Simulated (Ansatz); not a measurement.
# BaTiO3: the cost of one run

All numbers below are computed with Ansatz 0.2.0 (DFT PBEsol, scalar-relativistic, plane waves, PAW).

4 further runs of the same task are left out: 4 set aside as unsound or not needed.

### Step 1. Starting point

The cell holds 29 atoms (Ba6O17Ti6): a = 6.916 Å, b = 6.916 Å, c = 8.948 Å, α = 74.90°, β = 74.90°, γ = 69.66°.

As a file:

```
Ba Ti O
1.0
     3.94992    0.00000   -5.67731
    -3.94992    0.00000   -5.67731
     0.00000    8.48535   -2.83866
Ba Ti O
6 6 17
Direct
  0.33152 0.33152 0.66667
  0.16485 0.16485 0.33333
  0.99818 0.99818 0.00000
  0.83152 0.83152 0.66667
  0.66485 0.66485 0.33333
  0.49818 0.49818 0.00000
  0.82221 0.32931 0.66252
  0.65843 0.15843 0.33333
  0.48096 0.99073 0.00691
  0.32509 0.82509 0.66667
  0.15843 0.65843 0.33333
  0.99176 0.49176 0.00000
  0.50779 0.00779 0.49705
  0.34112 0.84112 0.16372
  0.17445 0.67445 0.83039
  0.00779 0.50779 0.49705
  0.84112 0.34112 0.16372
  0.75631 0.25631 0.50295
  0.58965 0.08965 0.16961
  0.42298 0.92298 0.83628
  0.25631 0.75631 0.50295
  0.08965 0.58965 0.16961
  0.92298 0.42298 0.83628
  0.58934 0.58934 0.66667
  0.42267 0.42267 0.33333
  0.25601 0.25601 0.00000
  0.08934 0.08934 0.66667
  0.92267 0.92267 0.33333
  0.75601 0.75601 0.00000
```

The host was relaxed before at PBEsol: a = 3.950 Å, b = 5.657 Å, c = 5.677 Å, α = 90.00°, β = 90.00°, γ = 90.00° (conventional cell), 12.686 Å³/atom.

Places, in fractions of the supercell: a vacancy on O at (0.674, 0.174, 0.830). Its neighbours start displaced at random, with a spread of 0.03 Å in each coordinate.

### Step 2. Band edges of the host over the zone

input.yaml

```yaml
crystal:
  lattice:
    - [3.9499157002, 0.0, 0.0]
    - [0.0, 2.8284515051, 2.8386565182]
    - [0.0, -2.8284515051, 2.8386565182]
  atoms:
    - { symbol: Ba, position: [0.0, 0.0036318847, 0.0036318847] }
    - { symbol: Ti, position: [0.5, 0.5164790836, 0.5164790836] }
    - { symbol: O, position: [0.5, 0.9814797485, 0.49032186] }
    - { symbol: O, position: [0.5, 0.49032186, 0.9814797485] }
    - { symbol: O, position: [0.0, 0.4879874233, 0.4879874233] }
basis:
  ecutwfc: 420
  xc_grid: 2
kpoints:
  mp_grid: { grid: [6, 6, 6] }
  band_path: { path: [VBM, CBM], npoints: 2 }
hamiltonian:
  xc: pbesol
scf:
  occupations: { method: gaussian, width: 0.02 }
output:
  forces: true
  stress: true
  eigenvalues: true
```

Launch:

```
$ ansatz run input.yaml --threads 8 --pin off --max-ram 16384MiB --backend cpu --events-out ev --progress --plain --runs-dir out
```

Q: Estimate wall time and peak memory on 8 threads of Arm Neoverse V1, shared host.

About 5.5 s, with a peak of 0.52 GiB.
